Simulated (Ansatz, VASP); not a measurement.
# Hf in VASP and in Ansatz

```xyz
1
Lattice="-1.8404 1.8404 1.8404 1.8404 -1.8404 1.8404 1.8404 1.8404 -1.8404" Properties=species:S:1:pos:R:3 pbc="T T T"
Hf    0.0000    0.0000    0.0000
```

Change from the starting cell: volume scaled by 1.06.

Alike in both runs: task single point; functional PBE; k mesh 10 × 10 × 10; occupations fermi-dirac, width 0.05 eV; no spin polarisation.

|  | VASP | Ansatz |
| --- | --- | --- |
| version | VASP 6.6.1 | Ansatz 0.2.0 |
| potentials or method | VASP PAW PBE potentials, release 64 (Hf_pv) | Ansatz PAW |
| plane-wave cutoff (eV) | 520 | 420 |
| valence electrons in the cell | 10 | 26 |

VASP gave:

- gap on the k mesh at the Fermi level (eV): none
- pressure (GPa): -9.6

Task: Estimate Ansatz's values.

Result: gap on the k mesh at the Fermi level (eV): none; pressure (GPa): -9.3.

A gap of «none» marks a metal or a gap that the smearing closes. With one functional, cell and mesh, what is left measures potentials, basis and numerics. The two sets of potentials don't hold the same shells in valence.

Spin-orbit coupling is left out, which matters for the levels of Hf.
